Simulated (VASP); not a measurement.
# Si in VASP: notebook

The runs below take Si through relaxation of the atoms, with LDA.

Everything below comes from runs of VASP 6.6.1. Logs are shortened: lines on timing, memory, paths and dates and some standing lists are left out, and cuts for length are marked.

### 1 Starting point

The cell holds a slab with vacuum, 16 atoms: a = 7.641 Å, b = 3.821 Å, c = 24.055 Å, α = 90.00°, β = 90.00°, γ = 90.00°.

The cell was built by a generator and needn't be a form met in nature.

### 2 Relaxation of the atoms, LDA

INCAR

```
SYSTEM = Si
PREC = Accurate ; ENCUT = 520
EDIFF = 1E-7 ; ISMEAR = 0
SIGMA = 0.03 ; LREAL = .FALSE.
LASPH = .TRUE. ; NELM = 120
ALGO = Fast ; ISIF = 2
LWAVE = .FALSE. ; LCHARG = .FALSE.
LDIPOL = .TRUE. ; IDIPOL = 3
DIPOL = 0.5 0.5 0.500 ; GGA = CA
IBRION = 2 ; NSW = 90
EDIFFG = -0.01 ; ISYM = 0
KPAR = 4
```

KPOINTS

```
Automatic mesh
0
G
  4 7 1
  0 0 0
```

POSCAR

```
Si
1.0
    7.6410241800      0.0000000000      0.0000000000
    0.0000000000      3.8205120900      0.0000000000
    0.0000000000      0.0000000000     24.0552850000
Si
16
Direct
   -0.0942282100      0.0000000000      0.3159388900
    0.5942282100      1.0000000000      0.2909963400
    0.5000000000      0.5000000000      0.3596197300
    0.0000000000      0.5000000000      0.3596197300
    0.2500000000      0.5000000000      0.4157718400
    0.7500000000      0.5000000000      0.4157718400
    0.7500000000      1.0000000000      0.4719239500
    0.2500000000      0.0000000000      0.4719239500
    0.5000000000      0.0000000000      0.5280760500
    0.0000000000      0.0000000000      0.5280760500
    0.0000000000      0.5000000000      0.5842281600
    0.5000000000      0.5000000000      0.5842281600
    0.7500000000      0.5000000000      0.6403802700
    0.2500000000      0.5000000000      0.6403802700
    0.1557717900      0.0000000000      0.6840611100
    0.8442282100      0.0000000000      0.7090036600
```

Potentials or basis: VASP PAW LDA potentials, release 64 (Si).

Run with:

```console
> cat potpaw_LDA.64/Si/POTCAR > POTCAR
> mpirun -np 4 vasp_std > vasp.out
```

OUTCAR:

```text
SYSTEM = Si
   PREC = Accurate
   ENCUT = 520
   EDIFF = 1E-7
   ISMEAR = 0
   LREAL = .FALSE.
   LASPH = .TRUE.
   NELM = 120
   ISIF = 2
   GGA = CA
   IBRION = 2
   NSW = 90
   EDIFFG = -0.01
   ISYM = 0

 ion  position               nearest neighbor table
   1  0.906  0.000  0.316-   4 2.30   4 2.30   2 2.45
   2  0.594  0.000  0.291-   1 2.45   3 2.63   3 2.63
   3  0.500  0.500  0.360-   5 2.34   6 2.34   2 2.63   2 2.63
   4  0.000  0.500  0.360-   1 2.30   1 2.30   6 2.34   5 2.34
   5  0.250  0.500  0.416-   3 2.34   4 2.34   8 2.34   8 2.34
   6  0.750  0.500  0.416-   3 2.34   4 2.34   7 2.34   7 2.34
   7  0.750  0.000  0.472-   9 2.34  10 2.34   6 2.34   6 2.34
   8  0.250  0.000  0.472-   9 2.34  10 2.34   5 2.34   5 2.34
   9  0.500  0.000  0.528-   7 2.34   8 2.34  12 2.34  12 2.34
  10  0.000  0.000  0.528-   7 2.34   8 2.34  11 2.34  11 2.34
  11  0.000  0.500  0.584-  10 2.34  13 2.34  14 2.34  10 2.34
  12  0.500  0.500  0.584-   9 2.34  13 2.34  14 2.34   9 2.34
  13  0.750  0.500  0.640-  11 2.34  12 2.34  16 2.63  16 2.63
  14  0.250  0.500  0.640-  15 2.30  15 2.30  11 2.34  12 2.34
  15  0.156  0.000  0.684-  14 2.30  14 2.30  16 2.45
  16  0.844  0.000  0.709-  15 2.45  13 2.63  13 2.63

IMPORTANT INFORMATION: All symmetrisations will be switched off!
NOSYMM: (Re-)initialisation of all symmetry stuff for point group C_1.

----------------------------------------------------------------------------------------

                                     Primitive cell

  volume of cell :     702.2369

  direct lattice vectors                    reciprocal lattice vectors
     7.641024180  0.000000000  0.000000000     0.130872508  0.000000000  0.000000000
     0.000000000  3.820512090  0.000000000     0.000000000  0.261745016  0.000000000
     0.000000000  0.000000000 24.055285000     0.000000000  0.000000000  0.041570906

  length of vectors
     7.641024180  3.820512090 24.055285000     0.130872508  0.261745016  0.041570906

  position of ions in fractional coordinates (direct lattice)
     0.905771790  0.000000000  0.315938890
     0.594228210  0.000000000  0.290996340
     0.500000000  0.500000000  0.359619730
     0.000000000  0.500000000  0.359619730
     0.250000000  0.500000000  0.415771840
     0.750000000  0.500000000  0.415771840
[... 8 lines left out ...]
     0.155771790  0.000000000  0.684061110
     0.844228210  0.000000000  0.709003660

  ion indices of the primitive-cell ions
   primitive index   ion index
                 1           1
                 2           2
                 3           3
                 4           4
                 5           5
                 6           6
[... 8 lines left out ...]
                15          15
                16          16

----------------------------------------------------------------------------------------

 KPOINTS: Automatic mesh

Automatic generation of k-mesh.
 Grid dimensions read from file:
 generate k-points for:    4    7    1

 Generating k-lattice:

  Cartesian coordinates                     Fractional coordinates (reciprocal lattice)
     0.032718127  0.000000000  0.000000000     0.250000000  0.000000000  0.000000000
     0.000000000  0.037392145  0.000000000     0.000000000  0.142857143  0.000000000
     0.000000000  0.000000000  0.041570906     0.000000000  0.000000000  1.000000000

  Length of vectors
     0.032718127  0.037392145  0.041570906

  Shift w.r.t. Gamma in fractional coordinates (k-lattice)
     0.000000000  0.000000000  0.000000000

 Subroutine IBZKPT returns following result:
 ===========================================

 Found     15 irreducible k-points:

 Following reciprocal coordinates:
            Coordinates               Weight
  0.000000  0.000000  0.000000      1.000000
  0.250000  0.000000  0.000000      2.000000
  0.500000  0.000000  0.000000      1.000000
  0.000000  0.142857  0.000000      2.000000
  0.250000  0.142857  0.000000      2.000000
 -0.250000  0.142857  0.000000      2.000000
  0.500000  0.142857  0.000000      2.000000
  0.000000  0.285714  0.000000      2.000000
  0.250000  0.285714  0.000000      2.000000
 -0.250000  0.285714  0.000000      2.000000
  0.500000  0.285714  0.000000      2.000000
  0.000000  0.428571  0.000000      2.000000
  0.250000  0.428571  0.000000      2.000000
 -0.250000  0.428571  0.000000      2.000000
  0.500000  0.428571  0.000000      2.000000
   k-points           NKPTS =     15   k-points in BZ     NKDIM =     15   number of bands    NBANDS=     41
   number of dos      NEDOS =    301   number of ions     NIONS =     16
   total plane-waves  NPLWV = 302400
   dimension x,y,z NGX =    60 NGY =   28 NGZ =  180
   dimension x,y,z NGXF=   120 NGYF=   56 NGZF=  360
   ions per type =              16
   NGX,Y,Z   is equivalent  to a cutoff of  13.05, 12.18, 12.44 a.u.
   NGXF,Y,Z  is equivalent  to a cutoff of  26.11, 24.37, 24.88 a.u.
 SYSTEM =  Si
   PREC   = accura    normal or accurate (medium, high low for compatibility)
   ISTART =      0    job   : 0-new  1-cont  2-samecut
   ICHARG =      2    charge: 1-file 2-atom 10-const
   ISPIN  =      1    spin polarized calculation?
   LNONCOLLINEAR =      F non collinear calculations
   LSORBIT =      F    spin-orbit coupling
   LASPH  =      T    aspherical Exc in radial PAW
   ENCUT  =  520.0 eV  38.22 Ry    6.18 a.u.  14.21  7.10 44.73*2*pi/ulx,y,z
   NELM   =    120;   NELMIN=  2; NELMDL= -5     # of ELM steps
   EDIFF  = 0.1E-06   stopping-criterion for ELM
   LREAL  =      F    real-space projection
   EDIFFG = -.1E-01   stopping-criterion for IOM
   NSW    =     90    number of steps for IOM
   IBRION =      2    ionic relax: 0-MD 1-quasi-New 2-CG
   NFREE  =      1    steps in history (QN), initial steepest desc. (CG)
   ISIF   =      2    stress and relaxation
   ISYM   =      0    0-nonsym 1-usesym 2-fastsym
   POTIM  = 0.5000    time-step for ionic-motion
   TEBEG  =    0.0;   TEEND  =   0.0 temperature during run
   PSTRESS=    0.0 pullay stress
   NELECT =      64.0000    total number of electrons
   NUPDOWN=      -1.0000    fix difference up-down
   EMIN   =  10.00;   EMAX   =-10.00  energy-range for DOS
   EFERMI =   0.00;   METHOD = LEGACY
   ISMEAR =     0;   SIGMA  =   0.03  broadening in eV -4-tet -1-fermi 0-gaus
   EFERMI_NEDOS =   21; number of points for ismear=-14 and -15
   IALGO  =     68    algorithm
   IMIX   =      4    mixing-type and parameters
     AMIX     =   0.40;   BMIX     =  1.00
     AMIX_MAG =   1.60;   BMIX_MAG =  1.00
  volume/ion in A,a.u.               =      43.89       296.18
  Fermi-wavevector in a.u.,A,eV,Ry     =   0.736728  1.392213  7.384801  0.542768
  Thomas-Fermi vector in A             =   1.830237
   LORBIT       =      0    0 simple, 1 ext, 2 COOP (PROOUT), +10 PAW based schemes
   GGA     = CA    functional components
   LHFCALC =     F    Hartree Fock is set to
   AEXX    =    0.0000 exact exchange contribution
   IVDW    =     0    specifies the selected vdW correction
   LEPSILON=     F    determine dielectric tensor
   LRPA    =     F    only Hartree local field effects (RPA)
 conjugate gradient relaxation of ions
 non-spin polarized calculation
 RMM-DIIS sequential band-by-band and
 Gauss-broadening in eV      SIGMA  =   0.03
  energy-cutoff  :      520.00
  volume of cell :      702.24
 maximum number of plane-waves:     18952
 NGX is ok and might be reduce to    60
   NGX = 29   NGY = 15   NGZ = 89

--------------------------------------- Ionic step        1  -------------------------------------------

 number of electron      63.9999998 magnetization

 Free energy of the ion-electron system (eV)
  ---------------------------------------------------
  ext. energy  EPLUGINS =         0.00000000
  ---------------------------------------------------
  free energy    TOTEN  =       -88.51442391 eV

  energy without entropy =      -88.50994375  energy(sigma->0) =      -88.51218383

------------------------ aborting loop because EDIFF is reached ----------------------------------------

  FORCE on cell =-STRESS in cart. coord.  units (eV):
  Direction    XX          YY          ZZ          XY          YZ          ZX
  --------------------------------------------------------------------------------------
  -------------------------------------------------------------------------------------
  Total       -6.2387708     -6.9007150     -3.9374662      0.0000004      0.0000001      0.1065358
  in kB      -14.2339669    -15.7442151     -8.9834626      0.0000010      0.0000003      0.2430651
  external PRESSURE =     -12.9872149 kB  Pullay stress =       0.0000000 kB
[... 131 lines left out ...]
  FREE ENERGIE OF THE ION-ELECTRON SYSTEM (eV)
  ---------------------------------------------------
  free  energy   TOTEN  =       -89.3184924831 eV

  energy  without entropy=      -89.3118082829  energy(sigma->0) =      -89.31515038

 dipolmoment           0.000000      0.000000     -0.004234 electrons x Angstroem

 vacuum level on the upper side and lower side of the slab       (xc-potential included)         0.003        -0.038

[... ionic steps 4 to 33 ...]

--------------------------------------- Ionic step       34  -------------------------------------------

 number of electron      63.9999999 magnetization

------------------------ aborting loop because EDIFF is reached ----------------------------------------

  FORCE on cell =-STRESS in cart. coord.  units (eV):
  Direction    XX          YY          ZZ          XY          YZ          ZX
  --------------------------------------------------------------------------------------
  -------------------------------------------------------------------------------------
  Total       -4.8140154      0.7619186     -0.0819657     -0.0000001     -0.0000003     -0.1164801
  in kB      -10.9833392      1.7383431     -0.1870074     -0.0000002     -0.0000007     -0.2657532
  external PRESSURE =      -3.1440012 kB  Pullay stress =       0.0000000 kB
[... 35 lines left out ...]
  energy  without entropy=      -90.0582166273  energy(sigma->0) =      -90.05821663

--------------------------------------- Ionic step       35  -------------------------------------------

 number of electron      63.9999999 magnetization

 E-fermi :   0.0003     XC(G=0):  -4.9874

 val. band max:       -0.1676637144   @ k =   0.5000   0.1429   0.0000
 cond. band min:       0.1316154287   @ k =   0.0000   0.4286   0.0000
 fundamental gap:      0.2992791431
 Fermi energy:         0.0003366097

 k-point     1 :       0.0000    0.0000    0.0000
  band No.  band energies     occupation
      1     -12.1925      2.00000
      2     -11.7977      2.00000
      3     -10.7223      2.00000
      4     -10.0746      2.00000
      5      -9.9481      2.00000
      6      -9.3692      2.00000
[... 696 lines left out ...]
  energy  without entropy=      -90.0582694199  energy(sigma->0) =      -90.05826942

--------------------------------------- Ionic step       36  -------------------------------------------

 number of electron      63.9999999 magnetization

 dipolmoment           0.000000      0.000000      0.001025 electrons x Angstroem

 Free energy of the ion-electron system (eV)
  ---------------------------------------------------
  ext. energy  EPLUGINS =         0.00000000
  ---------------------------------------------------
  free energy    TOTEN  =       -90.05828627 eV

  energy without entropy =      -90.05828627  energy(sigma->0) =      -90.05828627

 E-fermi :  -0.0002     XC(G=0):  -4.9878

 val. band max:       -0.1682507632   @ k =   0.5000   0.1429   0.0000
 cond. band min:       0.1321338407   @ k =   0.0000   0.4286   0.0000
 fundamental gap:      0.3003846039
 Fermi energy:        -0.0002288305

 k-point     1 :       0.0000    0.0000    0.0000
  band No.  band energies     occupation
      1     -12.1923      2.00000
      2     -11.7975      2.00000
      3     -10.7226      2.00000
      4     -10.0741      2.00000
      5      -9.9481      2.00000
      6      -9.3687      2.00000
[... 649 lines left out ...]
     40       2.2437      0.00000
     41       2.3461      0.00000

------------------------ aborting loop because EDIFF is reached ----------------------------------------

 vacuum level on the upper side and lower side of the slab       (xc-potential included)        -0.037        -0.043

  FORCE on cell =-STRESS in cart. coord.  units (eV):
  Direction    XX          YY          ZZ          XY          YZ          ZX
  --------------------------------------------------------------------------------------
  -------------------------------------------------------------------------------------
  Total       -4.8064082      0.7322601     -0.0699610      0.0000001      0.0000000     -0.0940993
  in kB      -10.9659832      1.6706762     -0.1596184      0.0000001      0.0000001     -0.2146909
  external PRESSURE =      -3.1516418 kB  Pullay stress =       0.0000000 kB

 VOLUME and BASIS-vectors are now :
 -----------------------------------------------------------------------------
  energy-cutoff  :      520.00
  volume of cell :      702.24
      direct lattice vectors                 reciprocal lattice vectors
     7.641024180  0.000000000  0.000000000     0.130872508  0.000000000  0.000000000
     0.000000000  3.820512090  0.000000000     0.000000000  0.261745016  0.000000000
     0.000000000  0.000000000 24.055285000     0.000000000  0.000000000  0.041570906
[... 22 lines left out ...]
  FREE ENERGIE OF THE ION-ELECTRON SYSTEM (eV)
  ---------------------------------------------------
  free  energy   TOTEN  =       -90.0582862665 eV

  energy  without entropy=      -90.0582862665  energy(sigma->0) =      -90.05828627

 reached required accuracy - stopping structural energy minimisation

 vacuum level on the upper side and lower side of the slab         4.934         4.927
```

It took 28 min on 4 MPI ranks of AMD EPYC 9R45 (Zen 5), shared host; peak memory 0.7 GiB.

What came out:

| Item | Value |
| --- | --- |
| Free energy | -90.0583 eV |
| Energy gained by relaxing | 96.5 meV/atom |
| Ionic steps | 36 |
| Largest force after relaxing | 0.010 eV/Å |
| Band gap on the k mesh | 0.30 eV, indirect (least direct gap 0.63 eV) |

Forces on the atoms (eV/Å):
```
Si   0.003  0.000  0.003
Si   0.000  0.000 -0.001
Si   0.003  0.000  0.004
Si   0.006  0.000  0.004
Si   0.003  0.000  0.000
Si   0.007  0.000 -0.001
Si  -0.003  0.000 -0.002
Si  -0.001  0.000 -0.005
Si  -0.001  0.000 -0.002
Si  -0.004  0.000  0.006
Si  -0.008  0.000 -0.005
Si  -0.003  0.000 -0.002
Si  -0.003  0.000  0.000
Si  -0.005  0.000  0.004
Si   0.002  0.000  0.001
Si   0.003  0.000 -0.003
```

The path:
| step | energy change (eV) | largest force (eV/Å) | pressure (GPa) |
| --- | --- | --- | --- |
| 1 | 0.0000 | 1.5838 | -1.30 |
| 2 | -0.4060 | 0.9943 | -1.31 |
| 3 | -0.8041 | 1.1706 | -1.02 |
| 4 | -0.9792 | 1.1629 | -0.81 |
| 5 | -0.9826 | 1.2755 | -0.77 |
| 6 | -1.1697 | 0.6233 | -0.80 |
| 7 | -1.2190 | 0.4821 | -0.78 |
| 8 | -1.2650 | 0.3759 | -0.77 |
| 9 | -1.3008 | 0.4576 | -0.74 |
| 10 | -1.3354 | 0.4047 | -0.69 |
| 11 | -1.4087 | 0.4569 | -0.57 |
| 12 | -1.3950 | 0.7305 | -0.37 |
| 13 | -1.4299 | 0.5336 | -0.47 |
| 14 | -1.4824 | 0.3718 | -0.41 |
| 15 | -1.5080 | 0.2398 | -0.33 |
| 16 | -1.5081 | 0.2447 | -0.32 |
| 17 | -1.5199 | 0.1846 | -0.31 |
| 18 | -1.5269 | 0.2317 | -0.28 |
| 19 | -1.5347 | 0.1340 | -0.27 |
| 20 | -1.5357 | 0.1030 | -0.27 |
| 21 | -1.5389 | 0.0802 | -0.27 |
| 22 | -1.5400 | 0.1085 | -0.28 |
| 23 | -1.5417 | 0.0535 | -0.29 |
| 24 | -1.5418 | 0.0678 | -0.29 |
| 25 | -1.5426 | 0.0398 | -0.30 |
| 26 | -1.5427 | 0.0392 | -0.30 |
| 27 | -1.5431 | 0.0222 | -0.30 |
| 28 | -1.5432 | 0.0237 | -0.30 |
| 29 | -1.5434 | 0.0239 | -0.30 |
| 30 | -1.5434 | 0.0350 | -0.30 |
| 31 | -1.5436 | 0.0209 | -0.30 |
| 32 | -1.5436 | 0.0299 | -0.31 |
| 33 | -1.5438 | 0.0188 | -0.31 |
| 34 | -1.5438 | 0.0202 | -0.31 |
| 35 | -1.5438 | 0.0106 | -0.31 |
| 36 | -1.5439 | 0.0096 | -0.32 |

Final structure:
```yaml
crystal:
  lattice:
    - [7.64102, 0.00000, 0.00000]
    - [0.00000, 3.82051, 0.00000]
    - [0.00000, 0.00000, 24.05529]
  atoms:
    - { symbol: Si, position: [0.85891, 0.00000, 0.33160] }
    - { symbol: Si, position: [0.57967, 0.00000, 0.29852] }
    - { symbol: Si, position: [0.52812, 0.50000, 0.35448] }
    - { symbol: Si, position: [0.99890, 0.50000, 0.36280] }
    - { symbol: Si, position: [0.27254, 0.50000, 0.40925] }
    - { symbol: Si, position: [0.74568, 0.50000, 0.42271] }
    - { symbol: Si, position: [0.75533, 0.00000, 0.47782] }
    - { symbol: Si, position: [0.27165, 0.00000, 0.46672] }
    - { symbol: Si, position: [0.50294, 0.00000, 0.53300] }
    - { symbol: Si, position: [0.02321, 0.00000, 0.52301] }
    - { symbol: Si, position: [0.01221, 0.50000, 0.57791] }
    - { symbol: Si, position: [0.50783, 0.50000, 0.59030] }
    - { symbol: Si, position: [0.77572, 0.50000, 0.64011] }
    - { symbol: Si, position: [0.24886, 0.50000, 0.64367] }
    - { symbol: Si, position: [0.10237, 0.00000, 0.67087] }
    - { symbol: Si, position: [0.81606, 0.00000, 0.69722] }
```

LDA gaps usually lie below the measured ones, often by a third to a half.

(Continued in part 2 of 2.)
